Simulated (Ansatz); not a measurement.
Input, command and steps of an Ansatz relaxation.

```yaml
crystal:
  lattice:
    - [3.218428925, 0.0, 0.0]
    - [-1.6092144625, 2.7872412093, 0.0]
    - [0.0, 0.0, 5.2430304918]
  atoms:
    - { symbol: Ga, position: [0.3333333333, 0.6666666667, -0.0008683122] }
    - { symbol: Ga, position: [0.6666666667, 0.3333333333, 0.4991316878] }
    - { symbol: "N", position: [0.3333333333, 0.6666666667, 0.3758683122] }
    - { symbol: "N", position: [0.6666666667, 0.3333333333, 0.8758683122] }
basis:
  ecutwfc: 420
kpoints:
  mp_grid: { grid: [12, 12, 6] }
hamiltonian:
  xc: pbesol
scf:
  occupations: { method: gaussian, width: 0.02 }
output:
  forces: true
  stress: true
  eigenvalues: true
  write_density: true
  write_potential: true
  elf: true
  volumetric_format: npy
relax:
  adjacent_minimum: "off"
  f_tol: 0.005
  max_steps: 50
  cell: { stress_tol: 0.05 }
```

```bash
ansatz run input.yaml --threads 1 --pin off --max-ram 2560MiB --backend cpu --events-out ev --progress --plain --runs-dir out
```

Computed with DFT PBEsol, scalar-relativistic, plane waves, PAW (Ansatz).

Of 9 frames 8 are shown, positions in Å and forces in eV/Å; the SCF threshold varies from step to step. Steps run on the plane waves of an earlier cell, with a Pulay correction in the pressure. The basis is chosen afresh for the last frame, the zero of the energies, and at times for earlier ones too; energy and pressure step there, also at an unchanged geometry. The mark taken_back stands on steps that the optimiser undid.

```xyz
4
Lattice="3.2184 0.0000 0.0000 -1.6092 2.7872 0.0000 0.0000 0.0000 5.2430" Properties=species:S:1:pos:R:3:forces:R:3 pbc="T T T" step=1 free_energy_over_end_meV_per_atom=7.26 pressure_GPa=-5.86
Ga    0.0000    1.8582   -0.0046    0.0000    0.0000   -0.0004
Ga    1.6092    0.9291    2.6170    0.0000    0.0000   -0.0004
N     0.0000    1.8582    1.9707    0.0000    0.0000    0.0004
N     1.6092    0.9291    4.5922    0.0000    0.0000    0.0004
4
Lattice="3.1970 0.0000 0.0000 -1.5985 2.7687 0.0000 0.0000 0.0000 5.2067" Properties=species:S:1:pos:R:3:forces:R:3 pbc="T T T" step=2 free_energy_over_end_meV_per_atom=0.42 pressure_GPa=-2.32
Ga    0.0000    1.8458   -0.0046    0.0000    0.0000    0.0026
Ga    1.5985    0.9229    2.5988    0.0000    0.0000    0.0026
N     0.0000    1.8458    1.9571    0.0000    0.0000   -0.0026
N     1.5985    0.9229    4.5605    0.0000    0.0000   -0.0026
4
Lattice="3.1825 0.0000 0.0000 -1.5913 2.7561 0.0000 0.0000 0.0000 5.1859" Properties=species:S:1:pos:R:3:forces:R:3 pbc="T T T" step=3 free_energy_over_end_meV_per_atom=-1.10 pressure_GPa=0.13
Ga    0.0000    1.8374   -0.0043    0.0000    0.0000    0.0030
Ga    1.5913    0.9187    2.5887    0.0000    0.0000    0.0030
N     0.0000    1.8374    1.9490    0.0000    0.0000   -0.0030
N     1.5913    0.9187    4.5419    0.0000    0.0000   -0.0030
4
Lattice="3.1833 0.0000 0.0000 -1.5917 2.7569 0.0000 0.0000 0.0000 5.1861" Properties=species:S:1:pos:R:3:forces:R:3 pbc="T T T" step=4 free_energy_over_end_meV_per_atom=-1.08 pressure_GPa=0.02 taken_back
Ga    0.0000    1.8379   -0.0036    0.0000    0.0000   -0.0157
Ga    1.5917    0.9190    2.5895    0.0000    0.0000   -0.0157
N     0.0000    1.8379    1.9483    0.0000    0.0000    0.0156
N     1.5917    0.9190    4.5414    0.0000    0.0000    0.0156
4
Lattice="3.1829 0.0000 0.0000 -1.5915 2.7565 0.0000 0.0000 0.0000 5.1863" Properties=species:S:1:pos:R:3:forces:R:3 pbc="T T T" step=5 free_energy_over_end_meV_per_atom=-1.09 pressure_GPa=0.06
Ga    0.0000    1.8377   -0.0042    0.0000    0.0000    0.0006
Ga    1.5915    0.9188    2.5890    0.0000    0.0000    0.0006
N     0.0000    1.8377    1.9491    0.0000    0.0000   -0.0006
N     1.5915    0.9188    4.5422    0.0000    0.0000   -0.0006
4
Lattice="3.1833 0.0000 0.0000 -1.5917 2.7568 0.0000 0.0000 0.0000 5.1867" Properties=species:S:1:pos:R:3:forces:R:3 pbc="T T T" step=6 free_energy_over_end_meV_per_atom=-1.08 pressure_GPa=0.00
Ga    0.0000    1.8379   -0.0042    0.0000    0.0000    0.0000
Ga    1.5917    0.9189    2.5892    0.0000    0.0000    0.0000
N     0.0000    1.8379    1.9492    0.0000    0.0000    0.0000
N     1.5917    0.9189    4.5425    0.0000    0.0000    0.0000
4
Lattice="3.1833 0.0000 0.0000 -1.5917 2.7568 0.0000 0.0000 0.0000 5.1867" Properties=species:S:1:pos:R:3:forces:R:3 pbc="T T T" step=7 free_energy_over_end_meV_per_atom=0.00 pressure_GPa=-0.13
Ga    0.0000    1.8379   -0.0042    0.0000    0.0000    0.0000
Ga    1.5917    0.9189    2.5892    0.0000    0.0000    0.0000
N     0.0000    1.8379    1.9492    0.0000    0.0000    0.0000
N     1.5917    0.9189    4.5425    0.0000    0.0000    0.0000
4
Lattice="3.1826 0.0000 0.0000 -1.5913 2.7562 0.0000 0.0000 0.0000 5.1855" Properties=species:S:1:pos:R:3:forces:R:3 pbc="T T T" step=9 free_energy_over_end_meV_per_atom=0.00 pressure_GPa=0.00
Ga    0.0000    1.8375   -0.0042    0.0000    0.0000    0.0000
Ga    1.5913    0.9187    2.5886    0.0000    0.0000    0.0000
N     0.0000    1.8375    1.9487    0.0000    0.0000    0.0000
N     1.5913    0.9187    4.5415    0.0000    0.0000    0.0000
```

The run took 84 s on 1 thread of Intel(R) Xeon(R) Platinum 8375C CPU @ 2.90GHz (Ice Lake) (shared host), peak memory 0.46 GiB.